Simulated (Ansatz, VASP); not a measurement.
# One calculation of RbBr, two programs

```xyz
2
Lattice="3.9374 0.0000 0.0000 0.0000 3.9374 0.0000 0.0000 0.0000 3.9374" Properties=species:S:1:pos:R:3 pbc="T T T"
Rb    0.0000    0.0000    0.0000
Br    1.9687    1.9687    1.9687
```

Change from the starting cell: hydrostatic strain -4.5%.

Alike in both runs: task single point; functional PBE; k mesh 6 × 6 × 6; occupations fermi-dirac, width 0.02 eV; no spin polarisation.

|  | VASP | Ansatz |
| --- | --- | --- |
| version | VASP 6.6.1 | Ansatz 0.2.0 |
| potentials or method | VASP PAW PBE potentials, release 64 (Rb_sv, Br) | plane waves, PAW |
| plane-wave cutoff (eV) | 520 | 420 |
| valence electrons in the cell | 16 | 16 |

```csv
,VASP,Ansatz,Ansatz less VASP
gap on the k mesh at the Fermi level (eV),4.62,4.63,+0.004
pressure (GPa),4.3,4.3,-0.07
```

With one functional, cell and mesh, what is left measures potentials, basis and numerics.

A k mesh can miss the band edges.
